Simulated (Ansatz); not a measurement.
# Zr2N: computed properties

The calculation used DFT r2SCAN, scalar-relativistic, plane waves, PAW (Ansatz 0.2.0).

Plane waves to 500 eV, a k mesh through Γ of 8×8×10 on the computed 6-atom cell and Gaussian smearing (0.10 eV); no spin polarisation.

The structure is relaxed at this level of theory with its symmetry kept. Whether it is the stable form of this composition wasn't checked.

The structure is tetragonal, space group P4_2/mnm (No. 136). Conventional cell: a = 5.417 Å, b = 5.417 Å, c = 3.300 Å, α = 90.00°, β = 90.00°, γ = 90.00°. Zr (site symmetry m2m) has 3 N at 2.27 Å as nearest neighbours. N (site symmetry mmm) is surrounded by 6 Zr at 2.27 Å.

```json
{
  "Volume per atom": "16.14 Å³",
  "Formation energy from the elements' standard states (uncorrected)": "-1.390 eV/atom",
  "Generalised Kohn–Sham band gap": "none (metal)",
  "Density of states at the Fermi level": "3.04 states/eV per cell",
  "Löwdin character within 0.5 eV of the Fermi level": "Zr 4d 83 %, unprojected 4 %",
  "Bulk modulus": "183 GPa",
  "Its pressure derivative": "4.0",
  "Bader charges (e)": "Zr (4 in the cell) 1.00, N (2 in the cell) -2.00"
}
```